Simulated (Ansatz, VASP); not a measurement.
**Cross-check of Si54C53N (N_C) between VASP and Ansatz**

One calculation is typed for both programs; each brings its own data sets. How far apart do they land? The cell is taken from a series of runs on this material, whose earlier steps may have relaxed, scaled, displaced or heated it; both programs get it as it stands.

Main program and level: Ansatz 0.2.0; plane waves, with VASP 6.6.1 beside it; single point at r2SCAN.

### 1. The structure

The cell holds 108 atoms: 54 Si, 53 C and 1 N. Its edges and angles: a = 9.236 Å, b = 9.236 Å, c = 15.108 Å, α = 90.0°, β = 90.0°, γ = 120.0°. It derives from SiC (SiC (P6_3mc)). Nearest the centre at fractional (0.556, 0.444, 0.542): N108 at 0.01 Å, Si47 at 1.90 Å, Si27 at 1.92 Å, Si29 at 1.92 Å, Si53 at 1.92 Å, C97 at 3.05 Å, C81 at 3.06 Å, C77 at 3.06 Å. The cell carries charge −1.

### 2. Ansatz: single point, r2SCAN

Ansatz runs on its PAW soft_1 files.

With cell and atoms fixed, the geometry can't cause a difference; cores, projectors, grids and the points listed under the comparison can.

input.yaml reads:

```yaml
crystal:
  checkpoint: "../qm1_M2.relax.run"
  host: checkpoint
total_charge: -1
basis:
  ecutwfc: 500
  xc_grid: 2
hamiltonian:
  xc: r2scan
  pseudopotentials: { kind: paw, azcp: { folder: soft_1 } }
kpoints:
  mp_grid: { grid: [2, 2, 2], shift: [0.5, 0.5, 0.5] }
magnetization:
  spin_polarized: true
  initial_magnetization: 2
  spin_locking: { lock_magnetization: hard }
scf:
  occupations: { method: fermi_dirac, width: 0.01 }
  max_iter: 60
output:
  forces: true
  eigenvalues: true
  charged_corrections:
    epsilon: [7.09, 7.09, 7.35]
    static_epsilon: [10.43, 10.43, 10.95]
    defect_position: [0.555556, 0.444444, 0.541528]
  eigenstates: { localisation: true }
  populations: true
  efg: {}
checkpoint:
  read: "../qm1_M2.relax.run"
  write: "../qm1_M2.point.run"
  compress: false
  write_wavefunctions: false
  write_every: 100000
```

On the command line:

```console
ansatz run input.yaml --threads 4 --pin off --max-ram 15073MiB --backend cpu --events-out ev --progress --plain --runs-dir out
```

Numbers of over 12 decimals in the logs are rounded to 6 here.

What it wrote:

```text
Warning: This run holds its total moment fixed (magnetization.spin_locking.lock_magnetization: hard) and mixes its density by anderson or broyden (scf.mixing.algorithm, typed or taken by auto). Slabs with a fixed moment have converged under broyden above another state at the same moment, at the default mixing steps and at smaller ones, and under scf.lower_state_search: standard, light or off a state that such a mixer [...]
crystal.checkpoint: the structure is that of <dir>, a `relax` run, at its step 5: its result, under r2scan at a charge of -1 e; 108 atoms read, 0 with a starting moment; crystal.structure_sha256 for this input is
Engine: ansatz 0.2.0, aarch64-unknown-linux-gnu
Pseudopotentials: kind: paw
Pseudopotential: Si, paw, valence charge 4, recommended cutoff 500 eV (meta_gga), soft_1/Si.paw.azcp
Pseudopotential: C, paw, valence charge 4, recommended cutoff 500 eV (meta_gga), soft_1/C.paw.azcp
Pseudopotential: N, paw, valence charge 5, recommended cutoff 500 eV (meta_gga), soft_1/N.paw.azcp
Functional definition: r2SCAN
  parameter k0 = 0.174
  parameter k1 = 0.065
  parameter a1 = 4.9479
  exchange = r2scan_x(k0 = k0, k1 = k1, a1 = a1)
  correlation = r2scan_c
Crystal: 108 atoms, lattice volume = 1116.095 Å³
Basis set: ecut = 500 eV, 28399 PW (Γ), exchange–correlation on 144×144×240 points (8 copies of the dense FFT grid, shifted against one another)
Bands: 326, of which v1, the nominal top of the filled ones, is band 217 counted from 1 (216 counted from 0)
Symmetry: 1 space group operations
Space group: P1 (ITA 1), of the structure as read, at distance tolerance 1.0e-4 Å
Magnetic group: BNS 1.1 (UNI 1), of the structure as read, at distance tolerance 1.0e-4 Å
k-points: 4 of 8 (time reversal used)
Non-local potential: Si, projectors of the file, l = 0: 2, l = 1: 2, l = 2: 1
Non-local potential: C, projectors of the file, l = 0: 2, l = 1: 2, l = 2: 1
Non-local potential: N, projectors of the file, l = 0: 2, l = 1: 2, l = 2: 1
PAW form: soft (Blöchl's): semilocal exchange-correlation on the pseudo side does not see the compensation charge
PAW frozen core: Si, regenerated for the run's functional (the file was generated under x = pbe(κ = 0.804, μ = 0.219515), c = pbe(β = 0.066725))
PAW frozen core: C, regenerated for the run's functional (the file was generated under x = pbe(κ = 0.804, μ = 0.219515), c = pbe(β = 0.066725))
PAW frozen core: N, regenerated for the run's functional (the file was generated under x = pbe(κ = 0.804, μ = 0.219515), c = pbe(β = 0.066725))
PAW one-centre angular grid: Si, 302 points (default); XC on 160 Gauss nodes
PAW one-centre angular grid: C, 302 points (default); XC on 219 of its mesh's 2255 points in the sphere
PAW one-centre angular grid: N, 302 points (default); XC on 160 Gauss nodes
Initial density: read from a saved state, or passed on in memory by an earlier SCF of this step, an earlier step, the calling program or the single point that the run made first
Stability of the state it starts from, as read at its close in the collinear treatment: not read, because the mixer in use, unlike msr1, does not test its closes by its own steps (another_mixer); its run was given moments
Starting moments: Σ|m| = 2 μB on 108 of 108 sites; this step starts from the density that it was given
Initial wavefunctions: pseudopotential atomic-orbital guess — the wavefunctions supplied were not used: k-point sampling differs
Functional: x = r2scan, c = r2scan; τ floored in thin density (d = 2e-4 eV/Å³)
iter 1 solved again at ethr=2.77e-5 eV; its pass at ethr=3.10e-3 eV (dr2=1.20e-1 eV) is discarded
SCF iter   1: F=—  HF=-48252.749325 eV  |F-HF|=—  |Δ(HF+E_count)|=         —  Δρ=1.53e-3 (↑1.42e-3 ↓1.53e-3)  dr2=1.18e-1  dr2_τ=1.11e-3  dr2_m=1.93e-3  M=2.000 μB ∫|m|=2.057 μB  β_m=1.20  ethr=2.77e-5  ⟨swp⟩=9.0  Hψ=19307  notcnv=0
preconditioner: auto → Resta (q_TF=auto, 2.331 Å⁻¹)  ε∞=4.3  [insulator: Δε(μ)=0.275 eV  Ē_g=12.790 eV  σ=0.010 eV  W_gap=1.00  n_scr=244 (ndim 8)  ℏωp=23.2 eV  f_vac=0.000  D(μ)=0.00/eV (n_scr^D=0)  ε∞_Penn≈4.3]
spin=Collinear: Resta preconditioning applied to the charge; magnetization (m = ρ↑ − ρ↓) channel mixes plain (no charge-response kernel on spin).
SCF iter   2: F=—  HF=-48252.755905 eV  |F-HF|=—  |Δ(HF+E_count)|=   6.58e-3  Δρ=1.04e-3 (↑9.87e-4 ↓1.04e-3)  dr2=3.98e-2  dr2_τ=1.19e-4  dr2_m=9.17e-5  M=2.000 μB ∫|m|=2.063 μB  β_m=1.20  ethr=2.71e-5  ⟨swp⟩=7.2  Hψ=5985  notcnv=0  κ⁻¹=1.0e0(r=1)
[...]
k-point 3 ↓: bands = [... 213 lower, 9.1051, 9.1559, 9.3606, 12.0338, 12.1887, 12.5419, 12.6877, 12.9429, ... 105 higher]
--- Löwdin populations: 108 sites ---
  site symbol       q [e]    m [muB]
     0     Si      2.9432     0.0134
     1     Si      2.9436     0.0145
     2     Si      2.9647     0.0380
     3     Si      2.9619     0.0245
     4     Si      2.9662     0.0325
     5     Si      2.9583     0.0145
     6      C      4.9900     0.0057
     7      C      4.9882     0.0061
     8      C      4.9819     0.0101
     9      C      4.9767     0.0052
    10      C      4.9769     0.0080
    11      C      4.9792     0.0060
    12     Si      2.9431     0.0134
    13     Si      2.9439     0.0142
    14     Si      2.9641     0.0367
    15     Si      2.9628     0.0253
    16     Si      2.9637     0.0291
    17     Si      2.9581     0.0147
    18      C      4.9897     0.0053
    19      C      4.9879     0.0050
    20      C      4.9784     0.0069
    21      C      4.9768     0.0069
    22      C      4.9806     0.0108
    23      C      4.9780     0.0059
[...]
100     Si      2.9164     0.0514
   101     Si      2.9578     0.0150
   102      C      4.9897     0.0066
   103      C      4.9879     0.0030
   104      C      4.9819     0.0101
   105      C      4.9767     0.0052
   106      C      4.9769     0.0080
   107      C      4.9792     0.0060
  spilling = 0.010780 (of n_electrons = 434.000000)
```

### 3. VASP: single point, r2SCAN

The same cell, functional, mesh and smearing now go to VASP, with its own data sets.

Lines of VASP's logs that name or quote its potential files are left out, and so is its time.

INCAR reads:

```
SYSTEM = Si54C53N
PREC = Accurate
ENCUT = 580
EDIFF = 1E-06
NELM = 200
ISMEAR = -1
SIGMA = 0.01
LREAL = Auto
ALGO = Normal
METAGGA = R2SCAN
LASPH = .TRUE.
NELECT = 434
NBANDS = 292
ISPIN = 2
MAGMOM = 0 0 0.01 0 0.01 0 0 0 0.01 0 0.01 0 0 0 0.01 0 0 0 0 0 0.01 0 0 0 0 0.01 0.01 0 0.01 0 0 0 0.01 0 0 0 0 0 0.01 0 0.01 0 0 0 0.01 0 0.01 0 0 0 0.01 0 0.01 0 0 0 0 0 0 0 0 0 0 0 0 0 0 0 0 0 0 0 0 0 0 0 0 0 0 0 -0 0 0 0 0 0 0 0 0 0 0 0 0 0 0 0 0 0 0 0 0 0 0 0 0 0 0 0.02
LORBIT = 11
LWAVE = .FALSE.
LCHARG = .FALSE.
ISIF = 2
ISYM = 0
NUPDOWN = 2
GGA_COMPAT = .FALSE.
LMIXTAU = .TRUE.
```

POSCAR reads:

```
Si54C53N
1.0
    9.2359949282      0.0000000000      0.0000000000
   -4.6179974641      7.9986062370      0.0000000000
    0.0000000000      0.0000000000     15.1078644027
Si C N
54 53 1
Direct
    0.1126388526      0.2210863979      0.8328207833
    0.2210260436      0.1121725327      0.3327809431
    0.2224519063      0.1107806853      0.6668262071
[... 1 atom line left out ...]
    0.9990493832      0.0011726487      0.4996387783
[... 2 atom lines left out ...]
    0.2210011529      0.4464892523      0.3328984133
    0.2225226108      0.4441746174      0.6668190558
[... 1 atom line left out ...]
    0.9989902139      0.3334209649      0.4997097387
[... 5 atom lines left out ...]
    0.0002461299      0.6677670566      0.4997878366
[... 1 atom line left out ...]
    0.4463287930      0.2216936433      0.8325609109
    0.5539149306      0.1124963715      0.3328853840
    0.5565054762      0.1108376521      0.6667600957
[... 1 atom line left out ...]
    0.3325896250      0.0001150638      0.4997815949
[... 1 atom line left out ...]
    0.4464893437      0.5541597880      0.8324624851
    0.5543996962      0.4459870909      0.3322071067
    0.5566911653      0.4441724222      0.6683828655
[... 1 atom line left out ...]
    0.3295225251      0.3327710798      0.4992731270
[... 2 atom lines left out ...]
    0.5540415892      0.7795455395      0.3328800173
    0.5566704874      0.7783430861      0.6668232992
[... 1 atom line left out ...]
    0.3326000832      0.6675573740      0.4998394968
[... 5 atom lines left out ...]
    0.6667833601      0.0012025724      0.4997151219
[... 1 atom line left out ...]
    0.7789892587      0.5543315780      0.8325429752
    0.8879702308      0.4465574483      0.3328947413
    0.8901050624      0.4444107227      0.6667509457
[... 1 atom line left out ...]
    0.6677612544      0.3326980929      0.4997350982
[... 2 atom lines left out ...]
    0.8882678947      0.7794141825      0.3327790618
    0.8900838160      0.7784100350      0.6668173522
[... 1 atom line left out ...]
    0.6675164023      0.6707292962      0.4992369366
[... 3 atom lines left out ...]
    0.1122016558      0.2220197772      0.7081310783
[... 1 atom line left out ...]
    0.2234156755      0.1124935716      0.5417542623
[... 5 atom lines left out ...]
    0.2233006965      0.4450931944      0.5418846997
[... 2 atom lines left out ...]
    0.9986533344      0.6687742837      0.3746912407
[... 5 atom lines left out ...]
    0.3316835684      0.0018023540      0.3746898913
    0.4456378387      0.2225505920      0.7070261051
[... 1 atom line left out ...]
    0.5548720811      0.1125119225      0.5417329479
[... 2 atom lines left out ...]
    0.3329211944      0.3359217273      0.3752773419
    0.4460587643      0.5549661134      0.7068430983
[... 3 atom lines left out ...]
    0.3318000291      0.6687490067      0.3746745802
[... 2 atom lines left out ...]
    0.5549770870      0.7767132411      0.5418761534
[... 3 atom lines left out ...]
    0.7788396280      0.2221638766      0.7080503261
[... 4 atom lines left out ...]
    0.6643420154      0.3360959816      0.3755811374
    0.7784675623      0.5553486289      0.7070136503
[... 1 atom line left out ...]
    0.8877985939      0.4454245090      0.5417521743
[... 2 atom lines left out ...]
    0.6645167224      0.6675100173      0.3752645124
    0.7789364070      0.8887646759      0.7081306269
[... 1 atom line left out ...]
    0.8876542595      0.7767283351      0.5417738518
[... 1 atom line left out ...]
    0.5551846918      0.4448077760      0.5415852382
```

KPOINTS reads:

```
Points of the shifted mesh
8
Reciprocal
 0.2500000000  0.2500000000  0.2500000000 1
 0.2500000000  0.2500000000  0.7500000000 1
 0.2500000000  0.7500000000  0.2500000000 1
 0.2500000000  0.7500000000  0.7500000000 1
 0.7500000000  0.2500000000  0.2500000000 1
 0.7500000000  0.2500000000  0.7500000000 1
 0.7500000000  0.7500000000  0.2500000000 1
 0.7500000000  0.7500000000  0.7500000000 1
```

PAW data sets: Si, C and N (PBE family, release 64).

On the command line:

```console
export OMP_NUM_THREADS=3
mpirun -np 1 vasp_std
```

What it wrote:

```text
[banner, memory and clock lines left out]
running    1 mpi-ranks, on    1 nodes
[...]
Offloading initialized ...    1 GPUs detected
[...]
|                                                                             |
|               ----> ADVICE to this user running VASP <----                  |
|                                                                             |
|     You enforced a specific xc type in the INCAR file but a different       |
|     [... a line on the potential file left out ...]
|     I HOPE YOU KNOW WHAT YOU ARE DOING!                                     |
|                                                                             |

 LDA part: xc-table for (None), standard interpolation
 POSCAR, INCAR and KPOINTS ok, starting setup
[...]
entering main loop
       N       E                     dE             d eps       ncg     rms          rms(c)
DAV:   1     0.124760847288E+04    0.12476E+04   -0.21889E+05  9344   0.152E+03
DAV:   2    -0.102722004156E+04   -0.22748E+04   -0.21491E+04 11392   0.258E+02
DAV:   3    -0.119201048817E+04   -0.16479E+03   -0.16294E+03 11448   0.647E+01
DAV:   4    -0.119578356566E+04   -0.37731E+01   -0.37548E+01 11288   0.106E+01
DAV:   5    -0.119589039491E+04   -0.10683E+00   -0.10663E+00 11336   0.167E+00BRMIX: very serious problems
 the old and the new charge density differ
 old charge density:   433.00000 new  434.00000
    0.675E+01
DAV:   6    -0.102984843720E+04    0.16604E+03   -0.25142E+02 10760   0.217E+01    0.376E+01
DAV:   7    -0.103156500047E+04   -0.17166E+01   -0.35245E+01 11776   0.852E+00    0.165E+01
DAV:   8    -0.103209529965E+04   -0.53030E+00   -0.16115E+00 10712   0.240E+00    0.332E+00
DAV:   9    -0.103212316132E+04   -0.27862E-01   -0.21129E-01 10952   0.911E-01    0.959E-01
[...]
DAV:  15    -0.103212861958E+04   -0.28028E-05   -0.13030E-05 11744   0.856E-03    0.130E-02
DAV:  16    -0.103212862155E+04   -0.19714E-05   -0.14029E-05 11096   0.638E-03    0.634E-03
DAV:  17    -0.103212862245E+04   -0.89053E-06   -0.15428E-06  6432   0.274E-03
   1 F= -.10321286E+04 E0= -.10321286E+04  d E =-.172618E-06  mag=     1.9953
```

OUTCAR, selected parts (step 3):

```text
  FREE ENERGIE OF THE ION-ELECTRON SYSTEM (eV)
  ---------------------------------------------------
  free  energy   TOTEN  =     -1032.1286224452 eV

  energy  without entropy=    -1032.1286222726  energy(sigma->0) =    -1032.12862236

 magnetization (x)
# of ion       s       p       d       tot
------------------------------------------
    1        0.001   0.002   0.000   0.004
    2        0.002   0.003   0.000   0.004
    3        0.002   0.008   0.000   0.009
    4        0.001   0.005   0.000   0.006
    5        0.001   0.005   0.000   0.006
    6        0.000   0.003   0.000   0.003
    7        0.001   0.002   0.000   0.003
    8        0.002   0.003   0.000   0.004
    9        0.001   0.008   0.000   0.009
   10        0.001   0.006   0.000   0.007
   11        0.001   0.004   0.000   0.005
   12        0.000   0.002   0.000   0.003
   13        0.001   0.002   0.000   0.003
[...]
--------------------------------------------------
tot          0.201   0.224   0.000   0.426
```

The run ends at a pressure of 0.86 GPa, with forces up to 0.21 eV/Å.

### 4. Comparison

Known differences besides the potentials themselves: VASP starts from the moments at which Ansatz ended; VASP keeps PBE cores, Ansatz makes them for the functional; the cutoff is 500 eV in Ansatz and 580 eV in VASP (PREC = Accurate, projectors in real space). Total energies have different zeros and are not compared.

Compared:

```csv
quantity,Ansatz,VASP,difference
"total moment, fixed by the input (μB)",2.00,2.00,0.00
```

Forces on 8 of the 108 atoms, those with the largest forces and the largest differences (eV/Å; atoms numbered as in POSCAR):

```csv
atom,"Ansatz x, y, z","VASP x, y, z"
Si24,"-0.071, 0.035, 0.155","-0.068, 0.035, 0.156"
Si27,"-0.074, 0.046, 0.037","-0.072, 0.047, 0.056"
Si29,"0.079, -0.184, 0.063","0.065, -0.193, 0.059"
Si53,"0.185, 0.016, 0.072","0.186, 0.031, 0.068"
C61,"-0.124, 0.069, -0.100","-0.125, 0.068, -0.099"
C67,"-0.124, 0.073, -0.113","-0.124, 0.074, -0.112"
C73,"-0.132, 0.057, -0.118","-0.133, 0.056, -0.116"
C96,"-0.122, 0.063, -0.107","-0.120, 0.062, -0.106"
```

The forces differ by 2.7 meV/Å r.m.s., which is 4.2 % of the r.m.s. force of 0.064 eV/Å (both taken over all components). The cell carries a charge of -1 e against a uniform background, so its pressure also hangs on how the neutralising background is counted, and in a defect's cell a gap may be the spacing between its levels.

### 5. Outcome

```
r.m.s. force difference (single point, r2SCAN) : 2.7 meV/Å
```

**Reading.** The r.m.s. force difference is 2.7 meV/Å (single point, r2SCAN), within the 12 meV/Å picked in this series as the mark of a large difference. How closely two codes agree says nothing of how well the functional describes the real material.

[Lines on the potential files, build, host, timing and source positions are cut from VASP's logs without a mark.]

[Logs are printed without paths, hosts, clocks, repeated set-up lines and the standing remarks that a program may print on its own settings, such as how far it seeks lower states.]

[Hosts, paths, dates, database ids (printed as entryN), source tags and the programs' standing remarks are cut or masked in the printed files.]
